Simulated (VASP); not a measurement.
Wanted: the native input for a VASP 6.6.1 run.

- Task: dielectric tensor
- Functional: PBE
- Potentials or basis: VASP PAW PBE potentials, release 64 (Ag, Br)
- Cutoff: 520 eV
- k mesh: 8 × 8 × 8
- Occupations: gaussian, width 0.01 eV
- Spin: no spin polarisation
- Dipole correction: no
- Further INCAR settings: ALGO = Normal; EDIFF = 1e-08

The structure of AgBr lies in POSCAR:

```
AgBr
1.0
    0.0000000000      2.8701500000      2.8701500000
    2.8701500000      0.0000000000      2.8701500000
    2.8701500000      2.8701500000      0.0000000000
Ag Br
1 1
Direct
    0.0000000000      0.0000000000      0.0000000000
    0.5000000000      0.5000000000      0.5000000000
```

The cell was relaxed by an earlier calculation.

The input as run:

INCAR

```
PREC = Accurate
ENCUT = 520
EDIFF = 1E-8
ISMEAR = 0
SIGMA = 0.01
LREAL = F
LASPH = T
NELM = 60
ALGO = Normal
ISIF = 2
LWAVE = F
LCHARG = F
GGA = PE
LEPSILON = T
```

KPOINTS

```
Automatic mesh
0
Gamma
  8 8 8
```

Potentials or basis: VASP PAW PBE potentials, release 64 (Ag, Br).

Launch:

```sh
$ cat potpaw_PBE.64/Ag/POTCAR potpaw_PBE.64/Br/POTCAR > POTCAR
$ mpirun -np 1 vasp_std > vasp.out
```

It gave:

```yaml
Band_gap_on_the_k_mesh: 0.67 eV, indirect (least direct gap 2.61 eV)
Electronic_dielectric_tensor_diagonal: 6.10
Born_charges_mean_of_the_diagonal: Ag +1.52; Br -1.52 e
```

Caveat: the gap is small at this level, which inflates the dielectric constant.

Wall time 2.7 min on 1 thread of Intel(R) Xeon(R) Platinum 8488C (Sapphire Rapids), with other jobs on the host, peak memory 0.25 GiB.
